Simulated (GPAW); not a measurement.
The system is Sn.

```
Sn
1.0
    -2.94014    2.94014    1.59930
     2.94014   -2.94014    1.59930
     2.94014    2.94014   -1.59930
Sn
2
Direct
  0.00000 0.00000 0.00000
  0.75000 0.25000 0.50000
```

- Program: GPAW 26.7.0
- Task: relaxation of cell and atoms
- Functional: PBEsol
- Potentials or basis: PAW data sets generated in the run's folder for this functional
- Cutoff: 600 eV
- Basis: pw
- k mesh: 7 × 7 × 7
- Occupations: fermi-dirac, width 0.05 eV
- Spin: no spin polarisation

At the start: pressure -1.9 GPa; volume 27.65 Å³/atom.

Problem. Where does the relaxation end?

Solution. Over 7 steps the energy falls by 6.3 meV/atom and the volume is 26.70 Å³/atom (-3.4 %); space group I4_1/amd (No. 141, to 0.05 Å).

The path:
| step | energy change (eV) | largest force (eV/Å) | pressure (GPa) | volume (Å³) |
| --- | --- | --- | --- | --- |
| 1 | 0.0000 | 0.0000 | -1.87 | 55.30 |
| 2 | -0.0041 | 0.0000 | -1.54 | 54.92 |
| 3 | -0.0122 | 0.0000 | 0.12 | 53.23 |
| 4 | -0.0123 | 0.0000 | 0.03 | 53.31 |
| 5 | -0.0123 | 0.0000 | -0.04 | 53.37 |
| 6 | -0.0125 | 0.0000 | -0.09 | 53.43 |
| 7 | -0.0126 | 0.0000 | -0.07 | 53.41 |

Final structure:
```
Sn
1.0
    -2.89510    2.89510    1.59306
     2.89510   -2.89510    1.59306
     2.89510    2.89510   -1.59306
Sn
2
Direct
  0.00000 0.00000 0.00000
  0.75000 0.25000 0.50000
```

Caveat: later steps reuse the first step's grids.
